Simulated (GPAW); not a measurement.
CdSe:

```xyz
2
Lattice="0.0000 3.0703 3.0703 3.0703 0.0000 3.0703 3.0703 3.0703 0.0000" Properties=species:S:1:pos:R:3 pbc="T T T"
Cd    0.0000    0.0000    0.0000
Se    1.5351    1.5351    1.5351
```

Measurements of this composition are mostly on another form, of space group No. 186.

* Program: GPAW 26.7.0
* Task: relaxation of cell and atoms
* Functional: PBE
* Potentials or basis: GPAW PAW data sets (gpaw-data 1.2.1)
* Cutoff: 600 eV
* Basis: pw
* k mesh: 8 × 8 × 8
* Occupations: fermi-dirac, width 0.05 eV
* Spin: no spin polarisation

At the start: pressure 1.1 GPa; volume 28.94 Å³/atom.

**Question.** How do energy, volume and symmetry change on relaxing?

**Answer.** Over 3 steps the energy falls by 2.2 meV/atom and the volume is 29.58 Å³/atom (+2.2 %); space group F-43m (No. 216, to 0.05 Å).

The path:
```
step  energy change (eV)  largest force (eV/Å)  pressure (GPa)  volume (Å³)
   1              0.0000                0.0000            1.07        57.88
   2             -0.0015                0.0000            0.87        58.13
   3             -0.0044                0.0000            0.02        59.17
```

Final structure:
```cif
data_structure
_symmetry_space_group_name_H-M 'P 1'
_symmetry_Int_Tables_number 1
_cell_length_a 4.3739
_cell_length_b 4.3739
_cell_length_c 4.3739
_cell_angle_alpha 60.000
_cell_angle_beta 60.000
_cell_angle_gamma 60.000
_cell_volume 59.17
loop_
_atom_site_label
_atom_site_type_symbol
_atom_site_fract_x
_atom_site_fract_y
_atom_site_fract_z
_atom_site_occupancy
Cd1 Cd 0.00000 0.00000 0.00000 1
Se1 Se 0.25000 0.25000 0.25000 1
```

Caveat: later steps reuse the first step's grids.
